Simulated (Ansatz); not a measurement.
# W/SiC/TaN: conductance against the thickness of the layer, part 6 of 7

Aim: the conductance of W/SiC/TaN junctions as the barrier thickens. The lower electrode is W bcc(001), the upper one TaN rock salt(001); the barrier is SiC zinc blende(001) (C and C faces). In the first transport cell, after relaxation, the nearest pair of electrode and barrier is W–C at 2.39 Å, at a slant, at the lower face and Ta–C at 2.19 Å, at a slant, at the upper one. All share a net of side 3.134 Å, which strains the lower electrode by -1.1 %, the upper one by +0.3 % and the barrier by +1.2 %, against typed lattice constants near PBE's. The first steps treat the bulk electrodes alone.

Ansatz 0.2.0; PBE DFT, plane waves, PAW files (the session's first sound run).

So far, transmission at the Fermi level (a spin, zone mean): step 5 (T(E) of the junction) 0.00555; step 6 (40 atoms, atomic planes in the barrier 5, gap between the …) 0.0355; step 7 (42 atoms, atomic planes in the barrier 7, gap between the …) 0.0251; step 9 (46 atoms, atomic planes in the barrier 11, gap between the …) 8.1e-4; step 10 (48 atoms, atomic planes in the barrier 13, gap between the …) 3.5e-4.

### 11. Conductance on a fine mesh, 50 atoms

Level of this step: PBE DFT, plane waves, PAW files; ballistic transmission by layer matching between semi-infinite leads (Ansatz).

System of this step: W/SiC/TaN. The cell holds 50 atoms: 11 W, 8 C, 7 Si, 12 N and 12 Ta. Its edges and angles: a = 3.134 Å, b = 3.134 Å, c = 72.544 Å, α = 90.0°, β = 90.0°, γ = 90.0°. Regions: left electrode, 11 atoms (11 W); barrier, 15 atoms (8 C and 7 Si); right electrode, 24 atoms (12 N and 12 Ta). Vacuum lies along c.

Barrier layers are added or taken out in the middle, and the relaxed faces stay.

input.yaml reads:

```yaml
crystal:
  lattice:
    - [3.134, 0.0, 0.0]
    - [0.0, 3.134, 0.0]
    - [0.0, 0.0, 72.544453689]
  atoms:
    - { symbol: W, position: [0.0, 0.0, 0.0964925593] }
    - { symbol: W, position: [0.5, 0.5, 0.1187175167] }
    - { symbol: W, position: [0.0, 0.0, 0.1409424741] }
    - { symbol: W, position: [0.5, 0.5, 0.1631674315] }
    - { symbol: W, position: [0.0, 0.0, 0.1853923888] }
    - { symbol: W, position: [0.5, 0.5, 0.2076173462] }
    - { symbol: W, position: [0.0, 0.0, 0.2298423036] }
    - { symbol: W, position: [0.5, 0.5, 0.252067261] }
    - { symbol: W, position: [0.0, 0.0, 0.2742922184] }
    - { symbol: W, position: [0.5, 0.5, 0.2965171757] }
    - { symbol: W, position: [0.0, 0.0, 0.318713197] }
    - { symbol: C, position: [0.5, 0.5, 0.3310853651] }
    - { symbol: Si, position: [0.5, 0.0, 0.3485151019] }
    - { symbol: C, position: [0.0, 0.0, 0.3636298997] }
    - { symbol: Si, position: [0.0, 0.5, 0.3789535954] }
    - { symbol: C, position: [0.5, 0.5, 0.393444995] }
    - { symbol: Si, position: [0.5, 0.0, 0.4087733181] }
    - { symbol: C, position: [0.0, 0.0, 0.4232647177] }
    - { symbol: Si, position: [0.0, 0.5, 0.4385930408] }
    - { symbol: C, position: [0.5, 0.5, 0.4530844404] }
    - { symbol: Si, position: [0.5, 0.0, 0.4684127635] }
    - { symbol: C, position: [0.0, 0.0, 0.4829041631] }
    - { symbol: Si, position: [0.0, 0.5, 0.4982324862] }
    - { symbol: C, position: [0.5, 0.5, 0.5128089409] }
    - { symbol: Si, position: [0.5, 0.0, 0.5282289482] }
    - { symbol: C, position: [0.0, 0.0, 0.5424510403] }
    - { symbol: "N", position: [0.5, 0.0, 0.5716067251] }
    - { symbol: Ta, position: [0.0, 0.5, 0.5634668252] }
    - { symbol: "N", position: [0.0, 0.5, 0.5992779389] }
    - { symbol: Ta, position: [0.5, 0.0, 0.5992779389] }
    - { symbol: "N", position: [0.5, 0.0, 0.6297008891] }
    - { symbol: Ta, position: [0.0, 0.5, 0.6297008891] }
    - { symbol: "N", position: [0.0, 0.5, 0.6601238392] }
    - { symbol: Ta, position: [0.5, 0.0, 0.6601238392] }
    - { symbol: "N", position: [0.5, 0.0, 0.6905467894] }
    - { symbol: Ta, position: [0.0, 0.5, 0.6905467894] }
    - { symbol: "N", position: [0.0, 0.5, 0.7209697396] }
    - { symbol: Ta, position: [0.5, 0.0, 0.7209697396] }
    - { symbol: "N", position: [0.5, 0.0, 0.7513926898] }
    - { symbol: Ta, position: [0.0, 0.5, 0.7513926898] }
    - { symbol: "N", position: [0.0, 0.5, 0.78181564] }
    - { symbol: Ta, position: [0.5, 0.0, 0.78181564] }
    - { symbol: "N", position: [0.5, 0.0, 0.8122385901] }
    - { symbol: Ta, position: [0.0, 0.5, 0.8122385901] }
    - { symbol: "N", position: [0.0, 0.5, 0.8426615403] }
    - { symbol: Ta, position: [0.5, 0.0, 0.8426615403] }
    - { symbol: "N", position: [0.5, 0.0, 0.8730844905] }
    - { symbol: Ta, position: [0.0, 0.5, 0.8730844905] }
    - { symbol: "N", position: [0.0, 0.5, 0.9035074407] }
    - { symbol: Ta, position: [0.5, 0.0, 0.9035074407] }
kpoints:
  mp_grid: { grid: [10, 10, 1] }
scf:
  occupations: { method: fermi_dirac, width: 0.1 }
  max_iter: 150
hamiltonian:
  xc: pbe
output:
  transmission:
    kmesh: [26, 26]
    e_range: [-0.26, 0.27]
    de: 0.0375
    leads: [[4, 5], [38, 40]]
```

Command:

```
ansatz run input.yaml --threads 4 --pin off --max-ram 12288MiB --backend cpu --events-out ev --progress --plain --runs-dir out
```

Numbers of over 12 decimals in the logs are rounded to 6 here.

The program printed:

```text
Engine: ansatz 0.2.0, aarch64-unknown-linux-gnu
Pseudopotentials: kind: paw
Pseudopotential: W, paw, valence charge 14, recommended cutoff 420 eV (normal), W.paw.azcp
Pseudopotential: C, paw, valence charge 4, recommended cutoff 420 eV (normal), C.paw.azcp
Pseudopotential: Si, paw, valence charge 4, recommended cutoff 420 eV (normal), Si.paw.azcp
Pseudopotential: N, paw, valence charge 5, recommended cutoff 420 eV (normal), N.paw.azcp
Pseudopotential: Ta, paw, valence charge 13, recommended cutoff 420 eV (normal), Ta.paw.azcp
Functional definition: PBE
  parameter kappa = 0.804
  parameter beta = 0.066725
  exchange = pbe_x(kappa = kappa, mu = beta*pi^2/3)
  correlation = pbe_c(beta = beta)
Crystal: 50 atoms, lattice volume = 712.528 Å³
Basis set: ecut = 420 eV, 14059 PW (Γ)
Bands: 265, of which v1, the nominal top of the filled ones, is band 215 counted from 1 (214 counted from 0)
Symmetry: 4 space group operations
Space group: Pmm2 (ITA 25), of the structure as read, at distance tolerance 8.9e-5 Å
k-points: 36 of 100
Non-local potential: W, projectors of the file, l = 0: 3, l = 1: 2, l = 2: 2, l = 3: 1
Non-local potential: C, projectors of the file, l = 0: 2, l = 1: 2, l = 2: 1
Non-local potential: Si, projectors of the file, l = 0: 2, l = 1: 2, l = 2: 2
Non-local potential: N, projectors of the file, l = 0: 2, l = 1: 2, l = 2: 1
Non-local potential: Ta, projectors of the file, l = 0: 3, l = 1: 2, l = 2: 2, l = 3: 1
PAW form: soft (Blöchl's): semilocal exchange-correlation on the pseudo side does not see the compensation charge
PAW one-centre angular grid: W, 590 points (default); XC on 64 Gauss nodes
PAW one-centre angular grid: C, 110 points (default); XC on 64 Gauss nodes
PAW one-centre angular grid: Si, 110 points (default); XC on 64 Gauss nodes
PAW one-centre angular grid: N, 110 points (default); XC on 64 Gauss nodes
PAW one-centre angular grid: Ta, 590 points (default); XC on 64 Gauss nodes
Initial density: superposition of atomic densities (neutral atoms: chi_scale 0, normalization atom), corrected by the library's trained network
Initial wavefunctions: pseudopotential atomic-orbital guess
Functional: x = pbe(κ = 0.804, μ = 0.219515), c = pbe(β = 0.066725)
SCF iter   1: F=—  HF=-244502.985575 eV  |F-HF|=—  |Δ(HF+E_count)|=         —  Δρ=9.53e-3  dr2=6.05e1  ethr=1.77e-3  ⟨swp⟩=8.3  Hψ=47535  notcnv=0
preconditioner: auto → LDOS  [metal: Δε(μ)=0.007 eV  Ē_g=8.233 eV  σ=0.100 eV  W_gap=0.02  n_scr=196 (ndim 8)  ℏωp=21.8 eV  f_vac=0.148  D(μ)=19.10/eV (n_scr^D=134)  β→1.0]
SCF iter   2: F=—  HF=-244502.589834 eV  |F-HF|=—  |Δ(HF+E_count)|=   3.96e-1  Δρ=3.52e-3  dr2=3.03e0  ethr=1.77e-3  ⟨swp⟩=2.6  Hψ=12365  notcnv=0  defer=19
[...]
SCF iter   7: F=—  HF=-244502.552861 eV  |F-HF|=—  |Δ(HF+E_count)|=   1.43e-4  Δρ=7.96e-5  dr2=4.93e-4  ethr=7.75e-7  ⟨swp⟩=2.0  Hψ=12023  notcnv=0  defer=28
SCF iter   8: F=—  HF=-244502.552844 eV  |F-HF|=—  |Δ(HF+E_count)|=   1.77e-5  Δρ=3.54e-5  dr2=4.59e-5  ethr=1.15e-7  ⟨swp⟩=2.3  Hψ=13683  notcnv=0  defer=28
SCF iter   9: F=—  HF=-244502.554169 eV  |F-HF|=—  |Δ(HF+E_count)|=   1.32e-3  Δρ=1.51e-5  dr2=4.21e-6  ethr=1.07e-8  ⟨swp⟩=2.9  Hψ=14988  notcnv=0  defer=28
SCF iter  10: F=—  HF=-244502.554169 eV  |F-HF|=—  |Δ(HF+E_count)|=   2.08e-8  Δρ=6.63e-6  dr2=6.24e-7  ethr=9.78e-10  ⟨swp⟩=2.8  Hψ=14986  notcnv=0  defer=28
SCF iter  11: F=—  HF=-244502.554169 eV  |F-HF|=—  |Δ(HF+E_count)|=   1.18e-7  Δρ=3.30e-6  dr2=2.38e-7  ethr=2.33e-11  ⟨swp⟩=12.7  Hψ=30899  notcnv=0
SCF iter  12: F=-244502.554169 eV  HF=-244502.554169 eV  |F-HF|=6.37e-8  |Δ(HF+E_count)|=   1.96e-8  Δρ=1.35e-6  dr2=7.58e-8  ethr=2.33e-11  ⟨swp⟩=3.0  Hψ=18224  notcnv=0
SCF 1 converged in 12 iterations: F = -244502.554169 eV  dr2 = 7.58e-8
[...]
transmission: 1314 of 13132 steps passed
transmission: 2627 of 13132 steps passed
[...]
transmission: 11819 of 13132 steps passed
WARN: the run was ended behind the SCF: a stop after 12980 completed steps of the transmission. The result of record stands; what else was asked for is given out only as far as it was finished by then, or is formed of that. The run will not end as completed
SCF converged after 12 iterations
Free energy (F): -244502.554169 eV
Harris-Foulkes:  -244502.554169 eV  (|F-HF|=6.37e-8)
Internal energy: -244501.889505 eV  (E = F + TS)
E sigma→0 (E₀):  -244502.221837 eV
Entropy (-TS):   -0.664664 eV (-13.293 meV/atom)
Fermi energy:    14.811758 eV
--- Per-component energies (eV) ---
  E_band       = -3586.490791
  E_kinetic    = 11955.058379
  E_local      = -414362.290710  (includes V_loc(G=0)·N_el)
  E_nonlocal   = 1108.985920
  E_hartree    = 203782.500953
  E_xc         = -7067.929750
  E_vxc        = -6821.724563  (∫ρ·V_xc dr)
  E_paw        = -200857.314589  (= ΣΔE_a)
  E_vpaw       = -3031.391907  (= ΣTr[D̂ρ^β])
  E_aug_tail   = 0.001743  (compensation charges beyond the density's cutoff)
  E_ewald      = 160939.098550
  E_smearing   = -0.664664  (= −TS)
  E_closure    = 0.000000  (closes the sum)
  Σ components = -244502.554169   (vs F -244502.554169, Δ=0.00e0)
--- Band table (eV; the first three rows and the last of 36) ---
  k-point 0: bands = [... 211 lower, 13.8885, 13.9004, 14.0749, 14.1095, 14.2173, 14.2443, 14.2527, 14.2536, ... 46 higher]
  k-point 1: bands = [... 211 lower, 13.8755, 13.9326, 13.9644, 14.1255, 14.1506, 14.1710, 14.1920, 14.4433, ... 46 higher]
  k-point 2: bands = [... 211 lower, 13.8386, 13.9638, 13.9995, 14.0088, 14.1458, 14.1780, 14.2272, 14.3226, ... 46 higher]
  k-point 35: bands = [... 211 lower, 14.6457, 14.6678, 14.8040, 15.1974, 15.2842, 15.2958, 15.5710, 15.5758, ... 46 higher]
Error: SIGTERM received: cancelled by the caller after 12980 completed steps of the transmission, in an analysis behind the self-consistent cycle: that cycle's result was reported, and what else the deck asks for behind it is given out only as far as it was finished by then, or is formed of that: a resume of the run directory makes the rest
```

Run time: 20 min. Hardware: 4 threads of Arm Neoverse V1, shared host; peak memory 6.6 GiB.

The run was cut off at the time limit after its SCF cycle had converged; no result of it is taken.

The program's message: “Error: SIGTERM received: cancelled by the caller after 12980 completed steps of the transmission, in an analysis behind the self-consistent cycle: that cycle's result was reported, and what else the d …”

### 12. Conductance on a fine mesh, 54 atoms

System of this step: W/SiC/TaN. The cell holds 54 atoms: 11 W, 10 C, 9 Si, 12 N and 12 Ta. Its edges and angles: a = 3.134 Å, b = 3.134 Å, c = 76.871 Å, α = 90.0°, β = 90.0°, γ = 90.0°. Regions: left electrode, 11 atoms (11 W); barrier, 19 atoms (10 C and 9 Si); right electrode, 24 atoms (12 N and 12 Ta). Vacuum lies along c.

Barrier layers are added or taken out in the middle, and the relaxed faces stay.

input.yaml reads:

```yaml
crystal:
  lattice:
    - [3.134, 0.0, 0.0]
    - [0.0, 3.134, 0.0]
    - [0.0, 0.0, 76.8709646743]
  atoms:
    - { symbol: W, position: [0.0, 0.0, 0.0910616906] }
    - { symbol: W, position: [0.5, 0.5, 0.1120357658] }
    - { symbol: W, position: [0.0, 0.0, 0.1330098409] }
    - { symbol: W, position: [0.5, 0.5, 0.1539839161] }
    - { symbol: W, position: [0.0, 0.0, 0.1749579913] }
    - { symbol: W, position: [0.5, 0.5, 0.1959320664] }
    - { symbol: W, position: [0.0, 0.0, 0.2169061416] }
    - { symbol: W, position: [0.5, 0.5, 0.2378802168] }
    - { symbol: W, position: [0.0, 0.0, 0.258854292] }
    - { symbol: W, position: [0.5, 0.5, 0.2798283671] }
    - { symbol: W, position: [0.0, 0.0, 0.3007751347] }
    - { symbol: C, position: [0.5, 0.5, 0.312450963] }
    - { symbol: Si, position: [0.5, 0.0, 0.3288997059] }
    - { symbol: C, position: [0.0, 0.0, 0.3431638009] }
    - { symbol: Si, position: [0.0, 0.5, 0.3576250365] }
    - { symbol: C, position: [0.5, 0.5, 0.37130082] }
    - { symbol: Si, position: [0.5, 0.0, 0.3857664226] }
    - { symbol: C, position: [0.0, 0.0, 0.3994422061] }
    - { symbol: Si, position: [0.0, 0.5, 0.4139078086] }
    - { symbol: C, position: [0.5, 0.5, 0.4275835921] }
    - { symbol: Si, position: [0.5, 0.0, 0.4420491947] }
    - { symbol: C, position: [0.0, 0.0, 0.4557249782] }
    - { symbol: Si, position: [0.0, 0.5, 0.4701905807] }
    - { symbol: C, position: [0.5, 0.5, 0.4838663642] }
    - { symbol: Si, position: [0.5, 0.0, 0.4983319668] }
    - { symbol: C, position: [0.0, 0.0, 0.5120077503] }
    - { symbol: Si, position: [0.0, 0.5, 0.5264733528] }
    - { symbol: C, position: [0.5, 0.5, 0.5402294043] }
    - { symbol: Si, position: [0.5, 0.0, 0.5547815308] }
    - { symbol: C, position: [0.0, 0.0, 0.5682031641] }
    - { symbol: "N", position: [0.5, 0.0, 0.5957178862] }
    - { symbol: Ta, position: [0.0, 0.5, 0.5880361224] }
    - { symbol: "N", position: [0.0, 0.5, 0.6218316873] }
    - { symbol: Ta, position: [0.5, 0.0, 0.6218316873] }
    - { symbol: "N", position: [0.5, 0.0, 0.6505423495] }
    - { symbol: Ta, position: [0.0, 0.5, 0.6505423495] }
    - { symbol: "N", position: [0.0, 0.5, 0.6792530117] }
    - { symbol: Ta, position: [0.5, 0.0, 0.6792530117] }
    - { symbol: "N", position: [0.5, 0.0, 0.7079636739] }
    - { symbol: Ta, position: [0.0, 0.5, 0.7079636739] }
    - { symbol: "N", position: [0.0, 0.5, 0.7366743362] }
    - { symbol: Ta, position: [0.5, 0.0, 0.7366743362] }
    - { symbol: "N", position: [0.5, 0.0, 0.7653849984] }
    - { symbol: Ta, position: [0.0, 0.5, 0.7653849984] }
    - { symbol: "N", position: [0.0, 0.5, 0.7940956606] }
    - { symbol: Ta, position: [0.5, 0.0, 0.7940956606] }
    - { symbol: "N", position: [0.5, 0.0, 0.8228063228] }
    - { symbol: Ta, position: [0.0, 0.5, 0.8228063228] }
    - { symbol: "N", position: [0.0, 0.5, 0.851516985] }
    - { symbol: Ta, position: [0.5, 0.0, 0.851516985] }
    - { symbol: "N", position: [0.5, 0.0, 0.8802276472] }
    - { symbol: Ta, position: [0.0, 0.5, 0.8802276472] }
    - { symbol: "N", position: [0.0, 0.5, 0.9089383094] }
    - { symbol: Ta, position: [0.5, 0.0, 0.9089383094] }
kpoints:
  mp_grid: { grid: [10, 10, 1] }
scf:
  occupations: { method: fermi_dirac, width: 0.1 }
  max_iter: 150
hamiltonian:
  xc: pbe
output:
  transmission:
    kmesh: [26, 26]
    e_range: [-0.26, 0.27]
    de: 0.0375
    leads: [[4, 5], [42, 44]]
```

The program printed:

```text
Engine: ansatz 0.2.0, aarch64-unknown-linux-gnu
Pseudopotentials: kind: paw
Pseudopotential: W, paw, valence charge 14, recommended cutoff 420 eV (normal), W.paw.azcp
Pseudopotential: C, paw, valence charge 4, recommended cutoff 420 eV (normal), C.paw.azcp
Pseudopotential: Si, paw, valence charge 4, recommended cutoff 420 eV (normal), Si.paw.azcp
Pseudopotential: N, paw, valence charge 5, recommended cutoff 420 eV (normal), N.paw.azcp
Pseudopotential: Ta, paw, valence charge 13, recommended cutoff 420 eV (normal), Ta.paw.azcp
Functional definition: PBE
  parameter kappa = 0.804
  parameter beta = 0.066725
  exchange = pbe_x(kappa = kappa, mu = beta*pi^2/3)
  correlation = pbe_c(beta = beta)
Crystal: 54 atoms, lattice volume = 755.023 Å³
Basis set: ecut = 420 eV, 14913 PW (Γ)
Bands: 277, of which v1, the nominal top of the filled ones, is band 223 counted from 1 (222 counted from 0)
Symmetry: 4 space group operations
Space group: Pmm2 (ITA 25), of the structure as read, at distance tolerance 9.1e-5 Å
k-points: 36 of 100
Non-local potential: W, projectors of the file, l = 0: 3, l = 1: 2, l = 2: 2, l = 3: 1
Non-local potential: C, projectors of the file, l = 0: 2, l = 1: 2, l = 2: 1
Non-local potential: Si, projectors of the file, l = 0: 2, l = 1: 2, l = 2: 2
Non-local potential: N, projectors of the file, l = 0: 2, l = 1: 2, l = 2: 1
Non-local potential: Ta, projectors of the file, l = 0: 3, l = 1: 2, l = 2: 2, l = 3: 1
PAW form: soft (Blöchl's): semilocal exchange-correlation on the pseudo side does not see the compensation charge
PAW one-centre angular grid: W, 590 points (default); XC on 64 Gauss nodes
PAW one-centre angular grid: C, 110 points (default); XC on 64 Gauss nodes
PAW one-centre angular grid: Si, 110 points (default); XC on 64 Gauss nodes
PAW one-centre angular grid: N, 110 points (default); XC on 64 Gauss nodes
PAW one-centre angular grid: Ta, 590 points (default); XC on 64 Gauss nodes
Initial density: superposition of atomic densities (neutral atoms: chi_scale 0, normalization atom), corrected by the library's trained network
Initial wavefunctions: pseudopotential atomic-orbital guess
Functional: x = pbe(κ = 0.804, μ = 0.219515), c = pbe(β = 0.066725)
SCF iter   1: F=—  HF=-246277.291142 eV  |F-HF|=—  |Δ(HF+E_count)|=         —  Δρ=9.34e-3  dr2=7.31e1  ethr=1.77e-3  ⟨swp⟩=8.3  Hψ=49921  notcnv=0  defer=5
preconditioner: auto → LDOS  [metal: Δε(μ)=0.001 eV  Ē_g=8.384 eV  σ=0.100 eV  W_gap=0.00  n_scr=208 (ndim 8)  ℏωp=21.9 eV  f_vac=0.139  D(μ)=19.23/eV (n_scr^D=128)  β→1.0]
SCF iter   2: F=—  HF=-246276.887012 eV  |F-HF|=—  |Δ(HF+E_count)|=   4.04e-1  Δρ=3.53e-3  dr2=2.99e0  ethr=1.77e-3  ⟨swp⟩=2.5  Hψ=13168  notcnv=0  defer=40
SCF iter   3: F=—  HF=-246276.888201 eV  |F-HF|=—  |Δ(HF+E_count)|=   1.19e-3  Δρ=2.27e-3  dr2=3.51e-1  ethr=6.70e-4  ⟨swp⟩=3.0  Hψ=17408  notcnv=0  defer=92
SCF iter   4: F=—  HF=-246276.863492 eV  |F-HF|=—  |Δ(HF+E_count)|=   2.47e-2  Δρ=1.55e-3  dr2=1.68e-1  ethr=7.88e-5  ⟨swp⟩=3.1  Hψ=21292  notcnv=0  defer=68
SCF iter   5: F=—  HF=-246276.838468 eV  |F-HF|=—  |Δ(HF+E_count)|=   2.50e-2  Δρ=4.75e-4  dr2=1.78e-2  ethr=3.77e-5  ⟨swp⟩=2.4  Hψ=14788  notcnv=0  defer=72
SCF iter   6: F=—  HF=-246276.837065 eV  |F-HF|=—  |Δ(HF+E_count)|=   1.40e-3  Δρ=2.64e-4  dr2=5.45e-3  ethr=4.00e-6  ⟨swp⟩=2.7  Hψ=14739  notcnv=0  defer=70
SCF iter   7: F=—  HF=-246276.836848 eV  |F-HF|=—  |Δ(HF+E_count)|=   2.16e-4  Δρ=1.64e-4  dr2=2.28e-3  ethr=1.22e-6  ⟨swp⟩=2.2  Hψ=13170  notcnv=0  defer=70
SCF iter   8: F=—  HF=-246276.836727 eV  |F-HF|=—  |Δ(HF+E_count)|=   1.21e-4  Δρ=7.84e-5  dr2=4.61e-4  ethr=5.11e-7  ⟨swp⟩=2.1  Hψ=12976  notcnv=0  defer=65
SCF iter   9: F=—  HF=-246276.836717 eV  |F-HF|=—  |Δ(HF+E_count)|=   9.92e-6  Δρ=3.14e-5  dr2=3.89e-5  ethr=1.03e-7  ⟨swp⟩=2.2  Hψ=13346  notcnv=0  defer=65
SCF iter  10: F=—  HF=-246276.837680 eV  |F-HF|=—  |Δ(HF+E_count)|=   9.63e-4  Δρ=1.35e-5  dr2=3.53e-6  ethr=8.72e-9  ⟨swp⟩=2.4  Hψ=14583  notcnv=0  defer=65
SCF iter  11: F=—  HF=-246276.837680 eV  |F-HF|=—  |Δ(HF+E_count)|=   3.28e-7  Δρ=6.73e-6  dr2=8.39e-7  ethr=7.90e-10  ⟨swp⟩=2.8  Hψ=15321  notcnv=0  defer=65
SCF iter  12: F=—  HF=-246276.837681 eV  |F-HF|=—  |Δ(HF+E_count)|=   8.31e-8  Δρ=3.37e-6  dr2=2.55e-7  ethr=1.88e-10  ⟨swp⟩=2.3  Hψ=14231  notcnv=0  defer=65
```

Run time: 10 min. Hardware: 4 threads; peak memory 7.3 GiB.

Residual by cycle:

cycle, log10 residual and a bar from the least value:
```
        1        1.9 ##############################
        2        0.5 #########################
        3       -0.5 ######################
        4       -0.8 #####################
        5       -1.7 #################
        6       -2.3 ###############
        7       -2.6 ##############
        8       -3.3 ############
        9       -4.4 ########
       10       -5.5 ####
       11       -6.1 ##
       12       -6.6
```

The run was cut off at its time limit.

After 12 cycles the residual stands at 2.5e-7.

(Continued in part 7 of 7.)

[Logs are printed without paths, hosts, clocks, repeated set-up lines and the standing remarks that a program may print on its own settings, such as how far it seeks lower states.]

[Hosts, paths, dates, database ids (printed as entryN), source tags and the programs' standing remarks are cut or masked in the printed files.]
